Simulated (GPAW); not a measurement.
A run of GPAW 26.7.0:

Contents of run.py:

```python
from ase.calculators.mixing import SumCalculator
from ase.filters import FrechetCellFilter
from ase.io import read, write
from ase.optimize import FIRE
from dftd4.ase import DFTD4
from gpaw import GPAW, PW

atoms = read('MgB2.cif')

calc = GPAW(mode=PW(800),
            xc='PBE',
            kpts={'size': (7, 7, 5), 'gamma': True},
            occupations={'name': 'fermi-dirac', 'width': 0.05},
            nbands=17,
            convergence={'density': 1e-05, 'energy': 1e-05},
            maxiter=150,
            txt='gpaw.txt')
atoms.calc = SumCalculator([calc, DFTD4(method='pbe')])
opt = FIRE(FrechetCellFilter(atoms), trajectory='relax.traj', logfile='-')
done = opt.run(fmax=0.05, steps=100)
calc.write('gs.gpw')
write('result.traj', atoms)
print('Converged:', done)
print('Cell:', atoms.cell.cellpar().round(4))
print('Volume:', round(atoms.get_volume(), 4))
print(atoms.get_scaled_positions().round(5))
```

Contents of MgB2.cif:

```cif
data_MgB2
_cell_length_a 3.08500000
_cell_length_b 3.08500000
_cell_length_c 3.52300000
_cell_angle_alpha 90.00000000
_cell_angle_beta 90.00000000
_cell_angle_gamma 120.00000000
_space_group_name_H-M_alt 'P1'
_space_group_name_Hall 'P 1'
_space_group_IT_number 1
loop_
_space_group_symop_operation_xyz
'x,y,z'
loop_
_atom_site_label
_atom_site_type_symbol
_atom_site_symmetry_multiplicity
_atom_site_Wyckoff_symbol
_atom_site_fract_x
_atom_site_fract_y
_atom_site_fract_z
_atom_site_occupancy
Mg1 Mg 1 a 0.0000000000 0.0000000000 0.0000000000 1
B1 B 1 a 0.6666666667 0.3333333333 0.5000000000 1
B2 B 1 a 0.3333333333 0.6666666667 0.5000000000 1
```

Potentials or basis: GPAW PAW data sets (gpaw-data 1.2.1), pw.

Launch:

```sh
$ OMP_NUM_THREADS=1 python run.py
```

Hardware: 1 thread of Arm Neoverse V1, with other jobs on the host.

**Question.** Estimate the wall time of this run.

**Answer.** Wall time 2.9 min on 1 thread of Arm Neoverse V1, with other jobs on the host, peak memory 0.29 GiB. Counts: scf iterations 75, plane waves 1509, bands 17, k points 24, ion steps 12.
